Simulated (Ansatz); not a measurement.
**Carrier properties of GeTe under load (space group R3m)**

Given:

```
GeTe
1.0
    2.14211     1.23675     3.60461
   -2.14211     1.23675     3.60461
    0.00000    -2.47350     3.60461
Ge Te
1 1
Cartesian
  0.00000   0.00000  10.73108
  0.00000   0.00000   5.71682
```

Method: r2SCAN with spin-orbit coupling, rigid bands (plane waves, PAW; Ansatz, a program for electronic structure). Condition of this run: biaxial stress xx = yy = -2 GPa (compression positive) (the target of the relaxation). How the cell was made: cell and atoms relaxed with r2SCAN, then loaded as said.

```json
{
  "band_gap": "0.61 eV",
  "electron conductivity mass (300 K, dilute)": "0.24 (x), 0.24 (y), 0.135 (z) mₑ",
  "hole conductivity mass (300 K, dilute)": "0.22 (x), 0.22 (y), 0.26 (z) mₑ",
  "effective density of states N_c (300 K)": "1.7e19 cm⁻³",
  "effective density of states N_v (300 K)": "2.5e19 cm⁻³",
  "density_of_states_mass_electrons": "0.76 mₑ",
  "density_of_states_mass_holes": "0.99 mₑ",
  "Seebeck coefficient, n-type 1e19 cm⁻³, 300 K": "-300 μV/K",
  "Seebeck coefficient, p-type 1e19 cm⁻³, 300 K": "289 μV/K",
  "best p-type power factor at 300 K for τ = 10 fs (best axis; densities from 1e16 to 1e21 cm⁻³ tried, whether or not they can be reached)": "30 μW/(cm·K²) at 3e20 cm⁻³"
}
```

Rigid bands; masses and Seebeck coefficients take one relaxation time τ for all states and one kind of carrier; polarons and phonon drag are left out.
